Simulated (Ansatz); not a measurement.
# LiCl, space group P6_3mc: Wannier functions of the valence bands

With the Python package of Ansatz (0.2.0).

Run as a notebook:

**Cell 1**
```python
from pathlib import Path
import warnings

import ansatz as az
import tomllib
```

**Cell 2**
```python
FUNCTIONAL = "PBEsol"
MESH = (5, 5, 3)
OCCUPATIONS = "fixed"
```

**Cell 3**
```python
warnings.simplefilter("ignore", az.DeckWarning)
```

**Cell 4**
```python
xtal = (
    az.Lattice.from_parameters(3.924882, 3.924882, 6.357161, alpha=90.0, beta=90.0, gamma=120.0)
    .atom("Li", (2 / 3, 1 / 3, 0.876017))
    .atom("Li", (1 / 3, 2 / 3, 0.376017))
    .atom("Cl", (2 / 3, 1 / 3, 0.498984))
    .atom("Cl", (1 / 3, 2 / 3, 0.998984))
)
```

**Cell 5**
```python
len(xtal.resolved().sites)
```
Output:
```text
4
```

**Cell 6**
```python
job = (
    xtal.calculation()
    .functional(FUNCTIONAL)
    .kpoints(*MESH, center="gamma")
    .occupations(OCCUPATIONS)
    .wannier(mesh=(4, 4, 2), projections=[az.TrialShell("Cl", "p")], minimise=True)
)
res = job.run(threads=1, runs_dir="w90")
spreads = tomllib.loads(Path(res.output_folder, "results", "wannier.spreads.toml").read_text())
print("converged:", spreads["converged"], "in", spreads["n_iter"], "steps; least projectability", round(spreads["least_projectability"], 3))
print("invariant, diagonal, off-diagonal spread (A^2):", *(round(spreads[k], 4) for k in ("omega_i_ang2", "omega_d_ang2", "omega_od_ang2")))
for function in spreads["wannier"]:
    print("centre", [round(v, 3) for v in function["r"]], "spread", round(function["spread"], 4))
```
Output:
```text
converged: True in 61 steps; least projectability 0.976
invariant, diagonal, off-diagonal spread (A^2): 7.6033 0.0007 0.0411
centre [1.963, 1.133, 3.204] spread 1.2726
centre [-0.0, 2.266, 6.382] spread 1.2726
centre [0.01, 2.245, 6.334] spread 1.2749
centre [1.975, 1.113, 3.155] spread 1.2749
centre [1.949, 1.152, 3.155] spread 1.2749
centre [-0.009, 2.288, 6.334] spread 1.2749
```

This cell is a computed structure, which may not be the phase found in nature. Run time: 3.1 s on 1 thread of Arm Neoverse V1, with other jobs on the host, peak memory 0.26 GiB.
